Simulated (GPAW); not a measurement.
A run of GPAW 26.7.0:

run.py

```python
from ase import Atoms
from ase.calculators.mixing import SumCalculator
from ase.eos import EquationOfState
from ase.io import Trajectory
from ase.units import GPa
from dftd4.ase import DFTD4
from gpaw import GPAW, PW, setup_paths

setup_paths.insert(0, '.')

atoms = Atoms(['As', 'Ga'],
              cell=[[0.0, 2.82685, 2.82685],
                    [2.82685, 0.0, 2.82685],
                    [2.82685, 2.82685, 0.0]],
              scaled_positions=[[0.75, 0.75, 0.75],
                                [0.0, 0.0, 0.0]],
              pbc=True)

traj = Trajectory('eos.traj', 'w')
volumes, energies = [], []
for x in [0.94, 0.96, 0.98, 1.0, 1.02, 1.04, 1.06]:
    a = atoms.copy()
    a.set_cell(atoms.cell * x**(1 / 3), scale_atoms=True)
    calc = GPAW(mode=PW(600),
                xc='PBEsol',
                kpts={'size': (8, 8, 8), 'gamma': True},
                occupations={'name': 'fermi-dirac', 'width': 0.05},
                nbands=11,
                convergence={'density': 1e-05, 'energy': 1e-05},
                maxiter=150,
                txt=f'eos-{x:.2f}.txt')
    a.calc = SumCalculator([calc, DFTD4(method='pbesol')])
    energies.append(a.get_potential_energy())
    volumes.append(a.get_volume())
    p = -a.get_stress()[:3].mean() / GPa
    calc.write(f'eos-{x:.2f}.gpw')
    traj.write(a)
    print(f'{x:.2f} {volumes[-1]:10.4f} A^3 {energies[-1]:14.6f} eV {p:9.3f} GPa', flush=True)

v0, e0, B = EquationOfState(volumes, energies, eos='birchmurnaghan').fit()
print(f'V0 = {v0:.4f} A^3, E0 = {e0:.6f} eV, B0 = {B / GPa:.2f} GPa')
```

Potentials or basis: PAW data sets generated in the run's folder for this functional, pw.

Launch:

```bash
$ gpaw-setup -f PBEsol As Ga
$ OMP_NUM_THREADS=1 python run.py
```

Hardware: 1 thread of Arm Neoverse V1, with other jobs on the host.

Q: How long does it take, and how much memory?

A: Run time: 77 s on 1 thread of Arm Neoverse V1 (shared host), peak memory 0.21 GiB. Counts: scf iterations 63, plane waves 1459, bands 11, k points 29.
